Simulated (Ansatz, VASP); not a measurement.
WSe4: VASP beside Ansatz

```
W Se
1.0
    -3.16175    3.16175    3.16175
     3.16175   -3.16175    3.16175
     3.16175    3.16175   -3.16175
W Se
1 4
Direct
  0.00000 0.00000 0.00000
  0.50000 0.50000 0.50000
  0.00000 0.00000 0.50000
  0.00000 0.50000 0.00000
  0.50000 0.00000 0.00000
```

Alike in both runs: task single point; functional PBE; k mesh 4 × 4 × 4; occupations gaussian, width 0.1 eV; collinear spin.

|  | VASP | Ansatz |
| --- | --- | --- |
| version | VASP 6.6.1 | Ansatz 0.2.0 |
| potentials or method | VASP PAW PBE potentials, release 64 (W_sv, Se) | scalar-relativistic, plane waves, PAW |
| plane-wave cutoff (eV) | 520 | 420 |
| valence electrons in the cell | 38 | 78 |

|  | VASP | Ansatz | Ansatz less VASP |
| --- | --- | --- | --- |
| gap on the k mesh at the Fermi level (eV) | none | none | - |
| pressure (GPa) | -5.0 | -5.1 | -0.06 |
| net moment per atom (μB) | 0.37 | 0.37 | 0.000 |
| size of the moment on the site where the two differ most (μB) | 1.60 | 1.45 | -0.143 |

Site moments also hang on the region over which each program counts them. A gap of «none» marks a metal or a gap that the smearing closes. The two sets of potentials don't hold the same shells in valence. Ansatz warned: «no_starting_moments».

Spin-orbit coupling is left out, which matters for the levels of W.
